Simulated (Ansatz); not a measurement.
Cu2O (Cuprite), 6 atoms in the cell. Symmetry: Pn-3m, No. 224, cubic system. Conventional cell: a = 4.260 Å, b = 4.260 Å, c = 4.260 Å, α = 90.00°, β = 90.00°, γ = 90.00°. Cu (site symmetry -3m) has 2 O at 1.84 Å as nearest neighbours. Around O (site symmetry -43m) lie 4 Cu at 1.84 Å. 

* Program: Ansatz 0.2.0
* Task: single point
* Functional: PBE
* Potentials or basis: Ansatz PAW
* Cutoff: 420 eV (not typed: the program's choice for these potentials)
* k mesh: 6 × 6 × 6
* Occupations: gaussian, width 0.012 eV
* Spin: no spin polarisation

Potentials or basis: Ansatz PAW.

Run with:

```sh
$ ansatz run input.yaml --threads 2 --pin off --max-ram 5632MiB --backend cpu --events-out ev --progress --plain --runs-dir out
```

Hardware: 2 threads of Intel(R) Xeon(R) Processor @ 2.50GHz (Skylake/Cascade Lake), on a shared host.

Task: Estimate the wall time of this run.

Result: It took 6.1 s on 2 threads of Intel(R) Xeon(R) Processor @ 2.50GHz (Skylake/Cascade Lake), with other jobs on the host, peak memory 0.41 GiB. Counts: scf iterations 7, plane waves 1503, k points 20, bands 53.
